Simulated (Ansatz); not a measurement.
The system is GaAs.

```
As Ga
1.0
     0.00000    2.82685    2.82685
     2.82685    0.00000    2.82685
     2.82685    2.82685    0.00000
As Ga
1 1
Direct
  0.75000 0.75000 0.75000
  0.00000 0.00000 0.00000
```

| Property | Result |
| --- | --- |
| Program | Ansatz 0.2.0 |
| Task | relaxation of cell and atoms |
| Functional | HF |
| Potentials or basis | Ansatz PAW |
| Cutoff | 420 eV (not typed: the program's choice for these potentials) |
| k mesh | 4 × 4 × 4 |
| Occupations | fermi-dirac, width 0.05 eV |
| Spin | no spin polarisation |

At the start: volume 22.59 Å³/atom.

Where does the relaxation end?

It ends after 4 steps and the volume is 23.91 Å³/atom (+5.9 %); space group F-43m (No. 216, to 0.05 Å).

Step by step:
```tsv
step	energy change (eV)	largest force (eV/Å)	volume (Å³)
1	0.0000	0.0000	45.18
2	-0.0356	0.0000	47.91
3	-0.0358	0.0000	47.82
4	-0.0391	0.0000	47.82
```

Final structure:
```yaml
crystal:
  lattice:
    - [0.00000, 2.88096, 2.88096]
    - [2.88096, 0.00000, 2.88096]
    - [2.88096, 2.88096, 0.00000]
  atoms:
    - { symbol: As, position: [0.75000, 0.75000, 0.75000] }
    - { symbol: Ga, position: [0.00000, 0.00000, 0.00000] }
```

Caveat: the k mesh is coarse (spacing up to 0.48 Å⁻¹), so the values aren't converged, least of all with exact exchange; the plane-wave basis is chosen anew once the cell has moved, so the energies of steps on either side of that aren't comparable; the PAW data sets come from PBE, with cores solved anew for the run's functional, which leaves a small shift of forces and pressure.
